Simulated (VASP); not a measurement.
# BaZrO$_{3}$ in VASP 6.6.1, single-point calculation

INCAR

```
EDIFF = 1E-7
LCHARG = .FALSE.
LASPH = .TRUE.
ENCUT = 520
ISMEAR = -4
PREC = Accurate
LREAL = .FALSE.
NELM = 120
GGA = PS
LWAVE = .FALSE.
ALGO = All
ISIF = 2
NSW = 0
IBRION = -1
SIGMA = 0.1
NBANDS = 28
```

KPOINTS

```
KPOINTS created by Atomic Simulation Environment
0
Gamma
6 6 6
0 0 0
```

POSCAR

```
Ba Zr O
 1.0000000000000000
     4.2053549142000000    0.0000000000000000    0.0000000000000000
     0.0000000000000000    4.2053549142000000    0.0000000000000000
     0.0000000000000000    0.0000000000000000    4.0371407175999998
 Ba  Zr  O
   1   1   3
Cartesian
  0.0000000000000000  0.0000000000000000  0.0000000000000000
  2.1026774571000000  2.1026774571000000  2.0185703587999995
  2.1026774571000000  2.1026774571000000  0.0000000000000000
  2.1026774571000000  0.0000000000000000  2.0185703587999995
  0.0000000000000000  2.1026774571000000  2.0185703587999995
```

The recommended PBE PAW datasets give the neutral cell 40 valence electrons.

Command

```
mpirun -np 1 vasp_std
```

Question: How does this run end, and what does it give?

Answer: It converged. Results: gap between bands v and c on the k mesh 3.01 eV; least direct gap on the k mesh 3.14 eV; pressure 5.7 GPa. Band v is the last that the valence electrons fill when counted band by band, and c is the next.

OSZICAR

```
N       E                     dE             d eps       ncg     rms           ort
DAV:   1     0.305367784673E+03    0.30537E+03   -0.23716E+04  1120   0.146E+03
DAV:   2    -0.299320216581E+02   -0.33530E+03   -0.32630E+03  1120   0.354E+02
DAV:   3    -0.498025143903E+02   -0.19870E+02   -0.19788E+02  1120   0.798E+01
DAV:   4    -0.503239577348E+02   -0.52144E+00   -0.52070E+00  1120   0.105E+01
DAV:   5    -0.503323055611E+02   -0.83478E-02   -0.83470E-02  1120   0.112E+00
SDA:   6    -0.296107683622E+02    0.20722E+02   -0.83470E-02  1120   0.678E+02   0.000E+00
CGA:   7    -0.419732485941E+02   -0.12362E+02   -0.12309E+02  1120   0.287E+01  -0.105E+01
CGA:   8    -0.432269715865E+02   -0.12537E+01   -0.13016E+01  1120   0.842E+00  -0.222E+00
CGA:   9    -0.434346724646E+02   -0.20770E+00   -0.20786E+00  1120   0.220E+00  -0.226E-02
CGA:  10    -0.434901661103E+02   -0.55494E-01   -0.55495E-01  1120   0.487E-01   0.687E-04
...
CGA:  22    -0.435155968734E+02   -0.27266E-05   -0.26869E-05  1120   0.274E-05   0.665E-06
CGA:  23    -0.435155985016E+02   -0.16282E-05   -0.16151E-05  1120   0.144E-05   0.806E-07
CGA:  24    -0.435155994935E+02   -0.99194E-06   -0.11182E-05  1120   0.150E-05  -0.350E-06
CGA:  25    -0.435156001040E+02   -0.61050E-06   -0.59887E-06  1120   0.982E-06   0.118E-06
CGA:  26    -0.435156005457E+02   -0.44167E-06   -0.44428E-06  1120   0.478E-06   0.138E-06
CGA:  27    -0.435156008707E+02   -0.32499E-06   -0.33570E-06  1120   0.353E-06  -0.600E-07
SDA:  28    -0.435156010678E+02   -0.19712E-06   -0.25763E-06  1120   0.453E-06  -0.159E-06
CGA:  29    -0.435156012087E+02   -0.14088E-06   -0.15042E-06  1120   0.999E-07   0.588E-07
CGA:  30    -0.435156012449E+02   -0.36251E-07   -0.38069E-07  1120   0.396E-07   0.125E-07
   1 F= -.43515601E+02 E0= -.43515601E+02  d E =0.000000E+00
```

For comparison, a separate PBE run of the intended cell, on usual settings and not on those above, gives a gap of 3.10 eV on its mesh and a pressure of 11.2 GPa.
